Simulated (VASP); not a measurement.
# Co (P6_3/mmc) in VASP: notebook, part 2 of 2

VASP 6.6.1. Earlier steps stand in the parts before.

**3. Electrostatic potential, revPBE+D3(BJ), collinear spin, ferromagnetic start**

INCAR

```
SYSTEM = Co
ALGO     = Normal         ! electronic algorithm
EDIFF    = 1E-7           ! SCF threshold, eV
ENCUT    = 520            ! plane-wave cutoff, eV
GGA      = RE             ! functional
ISIF     = 2              ! what is computed and relaxed
ISMEAR   = 1              ! smearing method
ISPIN    = 2              ! spin polarisation
IVDW     = 12             ! dispersion correction
LASPH    = .TRUE.         ! aspherical terms in the spheres
LCHARG   = .TRUE.         ! write CHGCAR
LMAXMIX  = 4              ! l up to which the mixer works
LORBIT   = 11             ! projections on sites
LREAL    = .FALSE.        ! projectors in reciprocal space
LVHAR    = .TRUE.       
LWAVE    = .FALSE.        ! write WAVECAR
MAGMOM   = 1.8 1.8        ! initial moments
NELM     = 100            ! most SCF steps
PREC     = Accurate       ! precision mode
SIGMA    = 0.1            ! smearing width, eV
```

KPOINTS

```
k-points
0
G
  20 20 10
  0 0 0
```

POSCAR

```
Co                                      
1.0
    2.4605340890      0.0000000000      0.0000000000
   -1.2302670445      2.1308850246      0.0000000000
   -0.0000000000     -0.0000000000      3.9711215408
  Co            
     2
Direct
     0.3333333300000021    0.6666666699999979    0.2500000000000000
     0.6666666699999979    0.3333333300000021    0.7500000000000000
```

Potentials or basis: VASP PAW PBE potentials, release 64 (Co).

On the command line:

```sh
$ cat potpaw_PBE.64/Co/POTCAR > POTCAR
$ mpirun -np 1 vasp_std > vasp.out
```

OUTCAR:

```text
SYSTEM = Co
   EDIFF = 1E-7
   ENCUT = 520
   GGA = RE
   ISIF = 2
   ISMEAR = 1
   ISPIN = 2
   IVDW = 12
   LASPH = .TRUE.
   LORBIT = 11
   LREAL = .FALSE.
   NELM = 100
   PREC = Accurate
 IVDW          = 12

 ion  position               nearest neighbor table
   1  0.333  0.667  0.250-   2 2.44   2 2.44   2 2.44   2 2.44   2 2.44   2 2.44
   2  0.667  0.333  0.750-   1 2.44   1 2.44   1 2.44   1 2.44   1 2.44   1 2.44

  LATTYP: Found a hexagonal cell.
 ALAT       =     2.4605340890
 C/A-ratio  =     1.6139266505

  Lattice vectors:

 A1 = (   2.4605340890,   0.0000000000,   0.0000000000)
 A2 = (  -1.2302670445,   2.1308850246,   0.0000000000)
 A3 = (   0.0000000000,   0.0000000000,   3.9711215408)

Analysis of symmetry for initial positions (statically):
=====================================================================
 Subroutine PRICEL returns:
 Original cell was already a primitive cell.

 Routine SETGRP: Setting up the symmetry group for a
 hexagonal supercell.

 Subroutine GETGRP returns: Found 24 space group operations
[... 1056 lines left out ...]
     13      19.1474      0.00000
     14      22.6561      0.00000
     15      26.1922      0.00000

 [... further k-points ...]

------------------------ aborting loop because EDIFF is reached ----------------------------------------

 Edisp (eV)   -1.67181

 E8    (eV) :    -1.1752

  FORCE on cell =-STRESS in cart. coord.  units (eV):
  Direction    XX          YY          ZZ          XY          YZ          ZX
  --------------------------------------------------------------------------------------
  -------------------------------------------------------------------------------------
  Total       0.01244     0.01244     0.01626     0.00000    -0.00000     0.00000
  in kB       0.95702     0.95702     1.25157     0.00000    -0.00000     0.00000
  external pressure =        1.06 kB  Pullay stress =        0.00 kB

 VOLUME and BASIS-vectors are now :
 -----------------------------------------------------------------------------
  energy-cutoff  :      520.00
  volume of cell :       20.82
      direct lattice vectors                 reciprocal lattice vectors
     2.460534089  0.000000000  0.000000000     0.406415828  0.234644288  0.000000000
    -1.230267044  2.130885025  0.000000000     0.000000000  0.469288577  0.000000000
     0.000000000  0.000000000  3.971121541     0.000000000  0.000000000  0.251818029

 POSITION                                       TOTAL-FORCE (eV/Angst)
 -----------------------------------------------------------------------------------
     -0.00000      1.42059      0.99278         0.000000     -0.000000      0.000000
      1.23027      0.71030      2.97834        -0.000000      0.000000      0.000000
 -----------------------------------------------------------------------------------
    total drift:                                0.000000     -0.000000     -0.000000

  FREE ENERGIE OF THE ION-ELECTRON SYSTEM (eV)
  ---------------------------------------------------
  free  energy   TOTEN  =       -14.8709675965 eV

  energy  without entropy=      -14.8707647664  energy(sigma->0) =      -14.87089999

 total charge

# of ion       s       p       d       tot
------------------------------------------
    1        0.508   0.559   7.291   8.359
    2        0.508   0.559   7.291   8.359
--------------------------------------------------
tot          1.016   1.119  14.583  16.717

 magnetization (x)

# of ion       s       p       d       tot
------------------------------------------
    1       -0.016  -0.059   1.672   1.596
    2       -0.016  -0.059   1.672   1.596
--------------------------------------------------
tot         -0.033  -0.118   3.344   3.192
```

Run time: 68 s. Hardware: 1 thread of Intel Xeon 6975P-C (Granite Rapids), shared host; peak memory 0.24 GiB.

Results:

```
Free energy                                           : -14.8710 eV
Pressure                                              : 0.1 GPa
Band gap on the k mesh                                : none (metal or under the smearing width)
Net moment                                            : 3.16 μB per cell
Site moments                                          : Co +1.60 μB
Valence electrons inside the program's atomic spheres : Co 8.36
Dispersion energy per atom                            : -0.836 eV
```

Levels at points of the mesh, in eV from the Fermi level:
Spin up:
```csv
k point,band 8,band 9,band 10,band 11,band 12,band 13,band 14,band 15
"(0.00, 0.00, 0.00)",-1.97,-1.97,-0.79,-0.79,-0.06,6.77,22.30,25.32
"(0.50, 0.00, 0.00)",-0.66,-0.55,-0.49,1.41,3.53,10.06,10.78,13.12
"(0.00, 0.00, 0.50)",-2.73,-1.12,-1.12,-1.12,-1.12,15.57,15.57,23.07
"(0.50, 0.00, 0.50)",-1.05,-0.56,-0.56,1.68,1.68,7.65,7.65,18.92
```
Spin down:
```tsv
k point	band 3	band 4	band 5	band 6	band 7	band 8	band 9	band 10	band 11	band 12
(0.00, 0.00, 0.00)	-1.04	-1.02	-1.02	-0.63	-0.63	-0.20	-0.20	-0.16	1.10	1.10
(0.50, 0.00, 0.00)	-3.45	-1.95	-1.20	-1.09	-0.65	1.24	1.38	1.41	2.65	4.50
(0.00, 0.00, 0.50)	-1.62	-1.62	-1.09	-1.09	-1.09	-1.09	0.74	0.74	0.74	0.74
(0.50, 0.00, 0.50)	-2.51	-2.51	-0.08	-0.08	0.24	0.24	1.34	1.34	2.30	2.30
```

Caveat: the PAW data sets were made with another functional, which shifts forces and pressure a little; pairwise dispersion overbinds metals, which lowers pressure and volume.
